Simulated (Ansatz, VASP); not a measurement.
# One calculation of Sc, two programs

The input INCAR:

```
SYSTEM = Sc
  PREC = Accurate
  ENCUT = 520
  EDIFF = 1E-6
  ISMEAR = 1
  SIGMA = 0.1
  LREAL = .False.
  LASPH = .True.
  NELM = 100
  ALGO = Normal
  ISIF = 2
  LWAVE = .False.
  LCHARG = .False.
  LDIPOL = .True.
  IDIPOL = 3
  DIPOL = 0.5 0.5 0.382
  GGA = PS
  IVDW = 13
  NBANDS = 24
```

Contents of KPOINTS:

```
regular mesh
0
Gamma
  12 12 1
  0 0 0
```

POSCAR

```
Sc
1.0
    3.1251716797      0.0000000000      0.0000000000
   -1.5625858399      2.7064780658      0.0000000000
    0.0000000000      0.0000000000     25.0826816454
Sc
3
Direct
    0.3333333333      0.6666666667      0.2790770181
    0.6666666667      0.3333333333      0.3802905372
    0.3333333333      0.6666666667      0.4864190029
```

Input for Ansatz:

```yaml
crystal:
  lattice:
    - [3.1251716797, 0.0, 0.0]
    - [-1.5625858399, 2.7064780658, 0.0]
    - [0.0, 0.0, 25.0826816454]
  atoms:
    - { symbol: Sc, position: [0.3333333333, 0.6666666667, 0.2790770181] }
    - { symbol: Sc, position: [0.6666666667, 0.3333333333, 0.3802905372] }
    - { symbol: Sc, position: [0.3333333333, 0.6666666667, 0.4864190029] }
basis:
  ecutwfc: 420
kpoints:
  mp_grid: { grid: [12, 12, 1] }
hamiltonian:
  xc: pbesol
  dispersion: d4
  pseudopotentials: { kind: paw, azcp: { folder: soft_1 } }
scf:
  occupations: { method: methfessel_paxton, width: 0.1 }
  n_extra_bands: 7
  max_iter: 160
output:
  forces: true
  eigenvalues: true
  write_density: true
  write_potential: true
  elf: true
  volumetric_format: npy
efield:
  axis: 3
  dipole_correction: true
```

Alike in both runs: task single point; functional PBEsol; dispersion D4; k mesh 12 × 12 × 1; occupations methfessel-paxton of order 1, width 0.1 eV; no spin polarisation.

|  | VASP | Ansatz |
| --- | --- | --- |
| version | VASP 6.6.1 | Ansatz 0.2.0 |
| potentials or method | VASP PAW PBE potentials, release 64 (Sc_sv) | scalar-relativistic, plane waves, PAW |
| plane-wave cutoff (eV) | 520 | 420 |
| valence electrons in the cell | 33 | 33 |

|  | VASP | Ansatz | Ansatz less VASP |
| --- | --- | --- | --- |
| gap on the k mesh at the Fermi level (eV) | none | none | - |
| rms of the force components (eV/Å) | 0.091 | 0.091 | +0.0001 |

Atom by atom the forces differ by 0.001 eV/Å (rms over components). A gap of «none» marks a metal or a gap that the smearing closes. Ansatz warned: «pseudo_functional_mismatch».

Caveats: the PAW data sets were made with another functional, which shifts forces and pressure a little (VASP).
